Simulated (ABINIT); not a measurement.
Hf:

```
Hf
1.0
     0.00000    2.22000    2.22000
     2.22000    0.00000    2.22000
     2.22000    2.22000    0.00000
Hf
1
Cartesian
  0.0000 0.0000 0.0000
```

This isn't the form of Hf at room conditions, which is hcp.

Base run:

```yaml
Program: ABINIT 10.8.3 (patched build)
Functional: PBEsol
Potentials_or_basis: JTH PAW PBE v2.0
Cutoff: 517 eV
k_mesh: 10 × 10 × 10
Occupations: fermi-dirac, width 0.05 eV
Spin: spin-orbit coupling, no magnetisation
```

Its results: band gap on the k mesh none (metal or under the smearing width); pressure -2.2 GPa.

**Question.** The run is repeated on the same cell with these changes: spin from spin-orbit coupling, no magnetisation to no spin polarisation. What comes out?

**Answer.** Band gap on the k mesh none (metal or under the smearing width); pressure -1.7 GPa.

Caveats: the PAW data sets were made with another functional, which shifts forces and pressure a little; spin-orbit coupling is left out, which moves the levels of the heavy elements (some runs).
